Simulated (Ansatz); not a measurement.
AlNi in Ansatz: the effect of Hubbard term

Crystal: AlNi.

```
Ni Al
1.0
     2.88100    0.00000    0.00000
     0.00000    2.88100    0.00000
     0.00000    0.00000    2.88100
Ni Al
1 1
Cartesian
  1.4405 1.4405 1.4405
  0.0000 0.0000 0.0000
```

Alike in all runs:

* Program: Ansatz 0.2.0
* Task: density of states
* Functional: PBEsol
* Potentials or basis: all-electron LAPW, scalar-relativistic
* Cutoff: 255 eV
* Density cutoff: 1022 eV
* Basis error allowed: 0.001 eV/atom
* k mesh: 9 × 9 × 9
* Occupations: fermi-dirac, width 0.05 eV
* Spin: collinear spin, ferromagnetic start
* Starting moments: [1.0, 0.0] μB

Question: One run gave: pressure -3.4 GPa. Which Hubbard term did it use?
A. none
B. Ni d U = 4 eV
C. Ni d U = 8 eV
D. Ni d U = 2 eV
E. Ni d U = 6 eV

Answer: A.

| Hubbard term | pressure (GPa) |
| --- | --- |
| none | -3.4 |
| Ni d U = 2 eV | -4.0 |
| Ni d U = 4 eV | -4.4 |
| Ni d U = 6 eV | -4.6 |
| Ni d U = 8 eV | -4.5 |

Caveats: the magnetic state may not be the lowest (some runs); U is the effective U less J, on atomic orbitals that reach past the spheres (some runs); the U is typed as a test and isn't derived for this compound (some runs).

Not every run made on this cell is shown here.
